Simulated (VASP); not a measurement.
# Co: relaxation with set parts of the cell free, by free to move

Co, P-1 (no. 2), 2 atoms in the cell. PBE, constrained relaxation; PAW potentials Co (PBE set).

| Free to move | Volume (Å³/atom) | Pressure in a fresh run at the final cell (GPa) | Pressure printed at the end of the relaxation (GPa) | Ionic steps, all stages | Electronic steps, all stages | Time (s) |
|---|---|---|---|---|---|---|
| atoms | 10.812 | -1.10 | -1.10 | 7 | 63 | 177 |
| atoms, shape and volume | 10.753 | 0.07 | 0.07 | 14 | 104 | 273 |
| atoms and shape at fixed volume | 10.812 | -1.14 | -1.14 | 9 | 77 | 211 |
| atoms and volume | 10.756 | 0.06 | 0.06 | 10 | 78 | 180 |
| atoms and the z components of the lattice | 10.762 | -0.10 | -0.10 | 10 | 80 | 199 |
| atoms and the x and y components of the lattice | 10.784 | -0.51 | -0.51 | 9 | 78 | 179 |
| atoms and the y and z components of the lattice | 10.745 | 0.25 | 0.25 | 16 | 111 | 311 |

Limits: the start was distorted on purpose (random strain, atoms moved at random), so the space group given is the start's and not the crystal's.

## Input of the first row

INCAR.step1:
```
PREC     = Accurate       # precision mode
ENCUT    = 350            # plane-wave cutoff, eV
EDIFF    = 1E-6           # SCF threshold, eV
ISMEAR   = 1              # smearing method
SIGMA    = 0.1            # smearing width, eV
LREAL    = False          # projectors in reciprocal space
LASPH    = True           # aspherical terms in the spheres
NELM     = 100            # most SCF steps
ALGO     = Normal         # electronic algorithm
LWAVE    = False          # write WAVECAR
LCHARG   = False          # write CHGCAR
ISPIN    = 2              # spin polarisation
MAGMOM   = 2 2            # initial moments
LMAXMIX  = 4              # l up to which the mixer works
IBRION   = 2              # ionic algorithm
NSW      = 60             # ionic steps
ISIF     = 2              # what is computed and relaxed
EDIFFG   = -0.01          # ionic threshold
POTIM    = 0.5            # step
KPAR     = 8             
```

INCAR.step3, as INCAR.step1 but for:
```
- IBRION = 2
- NSW = 60
- EDIFFG = -0.01
- POTIM = 0.5
+ NSW = 0
```

KPOINTS:
```
k-points
0
Gamma
  11 11 6
```

POSCAR.step1:
```
Co
1.0
    2.4805430000     -0.0059520000     -0.0025530000
   -1.2454260000      2.1631730000      0.0122750000
   -0.0041520000      0.0206580000      4.0358040000
Co
2
Direct
    0.6816180000      0.3324300000      0.7493340000
    0.3183820000      0.6675700000      0.2506660000
```

POSCAR.step3:
```
Co
1.0
    2.4805430000     -0.0059520000     -0.0025530000
   -1.2454260000      2.1631730000      0.0122750000
   -0.0041520000      0.0206580000      4.0358040000
Co
2
Direct
    0.6648527597      0.3317229907      0.7501062607
    0.3351472403      0.6682770093      0.2498937393
```

Commands (each step's output is kept before the next begins):
```
cat potpaw_PBE.64/Co/POTCAR > POTCAR
cp INCAR.step1 INCAR
cp POSCAR.step1 POSCAR
mpirun -np 8 vasp_std > vasp.out
cp CONTCAR POSCAR
mpirun -np 8 vasp_std > vasp.out
cp CONTCAR POSCAR
cp INCAR.step3 INCAR
cp POSCAR.step3 POSCAR
mpirun -np 8 vasp_std > vasp.out
```

Changes of the last row against the first:
```
- ISIF = 2
+ ISIF = 3
+ LATTICE_CONSTRAINTS = .FALSE. .TRUE. .TRUE.
```

VASP 6.6.1 took 177 s on 8 cores (AMD EPYC 7R43 (Zen 3)), a shared host.
